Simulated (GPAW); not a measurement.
Runs of GPAW 26.7.0 on ZrB2. Symmetry: P6/mmm, No. 191, hexagonal system. The conventional cell has a = 3.170 Å, b = 3.170 Å, c = 3.533 Å, α = 90.00°, β = 90.00°, γ = 120.00°. Around Zr (site symmetry 6/mmm) lie 12 B at 2.54 Å. B (site symmetry -6m2) has 3 B at 1.83 Å as nearest neighbours. 

| task | level | potentials or basis | U | cell | k mesh | smearing | U projector left unscaled | optimizer | fmax | max steps | band path | gap on the mesh (eV) | pressure (GPa) | relaxed volume (Å³/atom) |
| --- | --- | --- | --- | --- | --- | --- | --- | --- | --- | --- | --- | --- | --- | --- |
| single point | PBE | GPAW PAW data sets (gpaw-data 1.2.1), pw | - | as given | 10 × 10 × 8 | gaussian 0.014 eV | - | - | - | - | - | none | -0.1 | - |
| single point | PBE | GPAW PAW data sets (gpaw-data 1.2.1), pw | - | as given | 10 × 10 × 8 | gaussian 0.016 eV | - | - | - | - | - | none | -0.1 | - |
| electron localisation function | r2SCAN+U | GPAW PAW data sets (gpaw-data 1.2.1), pw | Zr d U = 7 eV | as given | 9 × 9 × 7 | fermi-dirac 0.05 eV | no | - | - | - | - | none | (a) | - |
| relaxation of cell and atoms | revPBE | the program's PAW data sets (release 1.2.1) made for this functional, pw | - | relaxed | 7 × 7 × 5 | fermi-dirac 0.05 eV | - | BFGS | 0.01 eV/Å | 100 | - | none | 0.0 | 10.37 |
| single point | PBE | GPAW PAW data sets (gpaw-data 1.2.1), pw | - | as given | 10 × 10 × 8 | gaussian 0.03 eV | - | - | - | - | - | none | -0.1 | - |
| relaxation of cell and atoms | r2SCAN+D3(BJ) | GPAW PAW data sets (gpaw-data 1.2.1), pw | - | relaxed | 7 × 7 × 5 | fermi-dirac 0.05 eV | - | BFGS | 0.02 eV/Å | 40 | - | none | 0.0 | 10.15 |
| single point | PBE | GPAW PAW data sets (gpaw-data 1.2.1), pw | - | as given | 10 × 10 × 8 | gaussian 0.015 eV | - | - | - | - | - | none | -0.1 | - |
| band structure | revPBE | the program's PAW data sets (release 1.2.1) made for this functional, pw | - | as given | 10 × 10 × 8 | fermi-dirac 0.05 eV | - | - | - | - | GMKGALHA,LM,KH | - | 2.8 | - |
| band structure | PBE | GPAW PAW data sets (gpaw-data 1.2.1), pw | - | as given | 10 × 10 × 8 | fermi-dirac 0.05 eV | - | - | - | - | GMKGALHA,LM,KH | - | -0.1 | - |
| single point | PBE | GPAW PAW data sets (gpaw-data 1.2.1), pw | - | as given | 10 × 10 × 8 | gaussian 0.029 eV | - | - | - | - | - | none | -0.1 | - |
| single point | PBE | GPAW PAW data sets (gpaw-data 1.2.1), pw | - | as given | 10 × 10 × 8 | gaussian 0.012 eV | - | - | - | - | - | none | -0.1 | - |

Alike in all rows: no spin polarisation; cutoff (eV) 800.

Q: Estimate the missing entries.

A: (a) 17.1.

Caveats: the PAW data sets were made with another functional, which shifts forces and pressure a little (some runs); later steps reuse the first step's grids (some runs); U without spin polarisation on a metal has little footing (some runs); the U is typed as a test and isn't derived for this compound (some runs); pairwise dispersion overbinds metals, which lowers pressure and volume (some runs).

A k mesh can miss the band edges, and the runs leave out spin-orbit coupling on Zr.

A gap of «none» marks a metal or a gap under the smearing width.

Not every run made on this cell is shown here.
